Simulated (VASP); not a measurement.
Set up this calculation in VASP 6.6.1, as the native input.

* Task: band structure
* Functional: TB-mBJ
* Potentials or basis: VASP PAW PBE potentials, release 64 (Mo_sv, Se)
* Cutoff: 520 eV
* k mesh: 9 × 9 × 2
* Occupations: gaussian, width 0.03 eV
* Spin: no spin polarisation
* Further INCAR settings: ALGO = Normal; EDIFF = 1e-06; NBANDS = 35

Crystal: MoSe2.

```
Mo Se
1.0
     3.27866    0.00000    0.00000
    -1.63933    2.83941    0.00000
     0.00000    0.00000   12.72501
Mo Se
2 4
Cartesian
  0.0000 1.8929 3.1813
  1.6393 0.9465 9.5438
  0.0000 1.8929 7.8683
  1.6393 0.9465 1.5058
  0.0000 1.8929 11.2192
  1.6393 0.9465 4.8567
```

One way to write it, as run:

POSCAR

```
MoSe2                                   
1.0
    3.2786626285      0.0000000000      0.0000000000
   -1.6393313142      2.8394051267      0.0000000000
    0.0000000000      0.0000000000     12.7250115930
  Mo              Se            
     2     4
Direct
     0.3333333332999970    0.6666666667000030    0.2500000000000000
     0.6666666667000030    0.3333333332999970    0.7500000000000000
     0.3333333332999970    0.6666666667000030    0.6183309793776672
     0.6666666667000030    0.3333333332999970    0.1183309793776672
     0.3333333332999970    0.6666666667000030    0.8816690206223328
     0.6666666667000030    0.3333333332999970    0.3816690206223328
```

INCAR.step1

```
  PREC = Accurate
  ENCUT = 520
  EDIFF = 1E-5
  ISMEAR = 0
  SIGMA = 0.03
  LREAL = F
  LASPH = T
  NELM = 80
  ALGO = Normal
  ISIF = 2
  LWAVE = T
  LCHARG = F
  LMAXMIX = 4
  NBANDS = 35
  KPAR = 4
  GGA = PE
```

INCAR.step2

```
  PREC = Accurate
  ENCUT = 520
  EDIFF = 1E-6
  ISMEAR = 0
  SIGMA = 0.03
  LREAL = F
  LASPH = T
  NELM = 80
  ALGO = Normal
  ISIF = 2
  LWAVE = F
  LCHARG = F
  LMAXMIX = 4
  METAGGA = MBJ
  NBANDS = 35
  KPAR = 4
  ISTART = 1
```

KPOINTS

```
Automatic mesh
0
Gamma
  9 9 2
```

KPOINTS_OPT

```
explicit points
168
Reciprocal
 0.0000000000  0.0000000000  0.0000000000 1
 0.0555555556  0.0000000000  0.0000000000 1
 0.1111111111  0.0000000000  0.0000000000 1
 0.1666666667  0.0000000000  0.0000000000 1
 0.2222222222  0.0000000000  0.0000000000 1
 0.2777777778  0.0000000000  0.0000000000 1
[... 160 lines left out ...]
 0.5000000000  0.0000000000  0.0718584600 1
 0.5000000000  0.0000000000 -0.0718584600 1
```

Potentials or basis: VASP PAW PBE potentials, release 64 (Mo_sv, Se).

Launch:

```sh
$ cat potpaw_PBE.64/Mo_sv/POTCAR potpaw_PBE.64/Se/POTCAR > POTCAR
$ cp INCAR.step1 INCAR
$ mpirun -np 4 vasp_std > vasp.out
$ cp INCAR.step2 INCAR
$ mpirun -np 4 vasp_std > vasp.out
```

Results of the run:

```
Band gap on the k mesh  : 1.01 eV, indirect (least direct gap 1.46 eV)
Band gap along the path : 0.90 eV, indirect (least direct gap 1.46 eV)
```

Caveat: the mesh misses the band edges, which the band path finds closer together.

Wall time 81 s on 4 MPI ranks on Intel(R) Xeon(R) 6975P-C (Granite Rapids), on a shared host, peak memory 0.34 GiB a rank.
